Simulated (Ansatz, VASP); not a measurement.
**Two plane-wave programs on TiSe2**

```xyz
3
Lattice="3.4807 0.0000 0.0000 -1.7404 3.0144 0.0000 0.0000 0.0000 5.8732" Properties=species:S:1:pos:R:3 pbc="T T T"
Ti    0.0000    0.0000    0.0000
Se    0.0000    2.0096    1.5544
Se    1.7404    1.0048    4.3187
```

Alike in both runs: task single point; functional PBE; dispersion D3(BJ); k mesh 15 × 15 × 8; occupations gaussian, width 0.1 eV; no spin polarisation.

|  | VASP | Ansatz |
| --- | --- | --- |
| version | VASP 6.6.1 | Ansatz 0.2.0 |
| potentials or method | VASP PAW PBE potentials, release 64 (Ti_sv, Se) | scalar-relativistic, plane waves, PAW |
| plane-wave cutoff (eV) | 520 | 420 |
| valence electrons in the cell | 24 | 44 |

Ansatz gave:

* gap on the k mesh at the Fermi level (eV): none
* pressure (GPa): 0.0
* rms of the force components (eV/Å): 0.002

Q: What did VASP give for the same quantities?

A: gap on the k mesh at the Fermi level (eV): none; pressure (GPa): 0.1; rms of the force components (eV/Å): 0.007.

Atom by atom the forces differ by 0.009 eV/Å (rms over components). A gap of «none» marks a metal or a gap that the smearing closes. The two sets of potentials don't hold the same shells in valence.

Caveats: pairwise dispersion overbinds metals, which lowers pressure and volume.
